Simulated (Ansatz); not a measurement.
Ge in Ansatz: convergence with ecutfock ratio

Input of the first run (ecutfock ratio 1); the others differ in this setting and in those tied to it:

File input.yaml:

```yaml
crystal:
  lattice:
    - [0.0, 2.82891, 2.82891]
    - [2.82891, 0.0, 2.82891]
    - [2.82891, 2.82891, 0.0]
  atoms:
    - { symbol: Ge, position: [0.75, 0.75, 0.75] }
    - { symbol: Ge, position: [0.5, 0.5, 0.5] }
hamiltonian:
  xc: pbe0
  pseudopotentials: { kind: paw }
kpoints:
  mp_grid: { grid: [4, 4, 4] }
scf:
  occupations: { method: gaussian, width: 0.05 }
  exx: { ecutfock_ratio: 1 }
output:
  forces: true
  stress: true
  eigenvalues: true
```

Potentials or basis: Ansatz PAW.

Command:

```sh
$ ansatz run input.yaml --threads 2 --pin off --max-ram 5632MiB --backend cpu --events-out ev --progress --plain --runs-dir out
```

Hardware: 2 threads of Intel(R) Xeon(R) Processor @ 2.50GHz (Skylake/Cascade Lake), with other jobs on the host.

```tsv
ecutfock ratio	energy less the tightest run, at zero smearing (meV/atom)	SCF cycles	CPU time (s)	peak memory (GiB)
1	10.50	20	24	0.53
2	0.07	20	25	0.54
3	0.00	20	30	0.59
4	0.00	20	29	0.59
```

Against the tightest run, the energy stays within 1 meV/atom from 2 on. The tightest run that finished is the yardstick and may itself not be fully converged.

Caveat, for the tightest run too: the k mesh is coarse (spacing up to 0.48 Å⁻¹), so the values aren't converged, least of all with exact exchange.
